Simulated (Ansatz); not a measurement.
Input of an Ansatz 0.2.0 run:

input.yaml

```yaml
crystal:
  lattice:
    - [0.0, 2.82685, 2.82685]
    - [2.82685, 0.0, 2.82685]
    - [2.82685, 2.82685, 0.0]
  atoms:
    - { symbol: As, position: [0.75, 0.75, 0.75] }
    - { symbol: Ga, position: [0.0, 0.0, 0.0] }
kpoints:
  mp_grid: { grid: [5, 5, 5] }
scf:
  occupations: { method: fermi_dirac, width: 0.04 }
hamiltonian:
  xc: pbe
  pseudopotentials: { kind: all_electron, lapw: { basis_error: 0.002 } }
output:
  forces: true
  stress: true
  eigenvalues: true
```

Potentials or basis: all-electron LAPW, scalar-relativistic.

Run with:

```bash
$ ansatz run input.yaml --threads 1 --pin off --max-ram 3072MiB --backend cpu --events-out ev --progress --plain --runs-dir out
```

Problem. Estimate the band gap on the k mesh.

Solution. 0.52 eV, direct.

Problem. Estimate the pressure.

Solution. 3.3 GPa.

**The experiment to reproduce.**

“Evidence of valence band perturbations in GaAsN/GaAs(001): A combined variable-angle spectroscopic ellipsometry and modulated photoreflectance investigation”, 2008, arxiv:0805.2212 reports, for a bulk crystal of GaAs at 300 K: band gap 1.412 ± 0.01 eV (direct).

A measured gap of GaAs is 1.412 eV (direct; 300 K; “Evidence of valence band perturbations in GaAsN/GaAs(001): A combined variable-angle spectroscopic ellipsometry and modulated photoreflectance investigation”, 2008, arxiv:0805.2212); the calculated 0.52 eV misses it by -0.90 eV. 3 values of this kind are on record (1.412 to 1.51 eV); this one was drawn at random among those near their median, those with a stated uncertainty first. Spin-orbit coupling on As, Ga is left out. The value is that of PBE, without temperature or zero-point motion. Semilocal functionals fall short of measured gaps as a rule.
